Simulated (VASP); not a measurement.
WS2, 3 atoms in the cell. The cell holds a slab with vacuum, 3 atoms: a = 3.107 Å, b = 3.107 Å, c = 16.544 Å, α = 90.00°, β = 90.00°, γ = 120.00°.  The cell isn't the ideal one: functional r2SCAN, strained and moved within the space group.

```yaml
Program: VASP 6.6.1
Task: single point
Functional: r2SCAN
Potentials_or_basis: VASP PAW PBE potentials, release 64 (W_sv, S)
Cutoff: 520 eV
k_mesh: 12 × 12 × 2
Occupations: gaussian, width 0.02 eV
Spin: no spin polarisation
Dipole_correction: no
Further_INCAR_settings: ALGO = Normal; EDIFF = 1e-07; NBANDS = 20
```

Potentials or basis: VASP PAW PBE potentials, release 64 (W_sv, S).

Run with:

```sh
$ cat potpaw_PBE.64/W_sv/POTCAR potpaw_PBE.64/S/POTCAR > POTCAR
$ cp INCAR.step1 INCAR
$ mpirun -np 1 vasp_std > vasp.out
$ cp INCAR.step2 INCAR
$ mpirun -np 1 vasp_std > vasp.out
```

Hardware: 1 thread of AMD EPYC 9R45 (Zen 5), with other jobs on the host.

Q: Estimate the wall time of this run.

A: Wall time 6.9 min on 1 thread of AMD EPYC 9R45 (Zen 5) (shared host), peak memory 0.3 GiB. Counts: scf iterations 21, k points 38.
